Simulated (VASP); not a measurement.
TePb:

```
Te Pb
1.0
     0.00000    3.22185    3.22185
     3.22185    0.00000    3.22185
     3.22185    3.22185    0.00000
Te Pb
1 1
Cartesian
  3.2219 3.2219 3.2219
  0.0000 0.0000 0.0000
```

Program: VASP 6.6.1. Alike in all runs: task band structure; potentials or basis VASP PAW PBE potentials, release 64 (Te, Pb_d); no spin polarisation; cell as given; k mesh 6 × 6 × 6; cutoff (eV) 520; smearing gaussian 0.03 eV.

Question: Order these runs on this cell by their band gap on the k mesh, lowest first.
A. level PBEsol
B. level HSE06; screening parameter 0.2 1/A
C. level PBE0; exchange at q = 0 truncated

Answer: A (0.65 eV), B (1.07 eV), C (1.59 eV).

Caveats: spin-orbit coupling is left out, which as a rule narrows the gap of such compounds by several tenths of an eV.

